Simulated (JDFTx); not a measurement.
A run of JDFTx 1.7.0 (patched build):

BAs.in

```
lattice \
    0.0000000000     4.5136108487     4.5136108487 \
    4.5136108487     0.0000000000     4.5136108487 \
    4.5136108487     4.5136108487     0.0000000000
coords-type Lattice
ion As     0.7500000000     0.7500000000     0.7500000000 1
ion B      0.0000000000     0.0000000000     0.0000000000 1

ion-species pseudo/As.upf
ion-species pseudo/B.upf
elec-cutoff 42 336
elec-ex-corr gga-PBEsol
kpoint-folding 10 10 10
elec-smearing Fermi 0.0018374661
elec-n-bands 15
electronic-SCF nIterations 100 energyDiffThreshold 1e-09
electronic-minimize nIterations 30 energyDiffThreshold 1e-7
converge-empty-states yes
forces-output-coords Cartesian

dump-name run.$VAR
dump End Ecomponents EigStats BandEigs Kpoints Forces Stress ElecDensity Dtot KEdensity
```

Potentials or basis: PseudoDojo-SR-PBEsol-0.4.1-standard with smoothed tails.

Run with:

```bash
$ jdftx -c 1 -i BAs.in -o BAs.out
```

Hardware: 1 thread of AMD EPYC 9R45 96-Core Processor (Zen 5) (shared host).

Question: How long does it take, and how much memory?

Answer: Wall time 41 s on 1 thread of AMD EPYC 9R45 96-Core Processor (Zen 5), with other jobs on the host, peak memory 0.12 GiB. Counts: scf iterations 14, bands 15, k points 47, plane waves 2392.
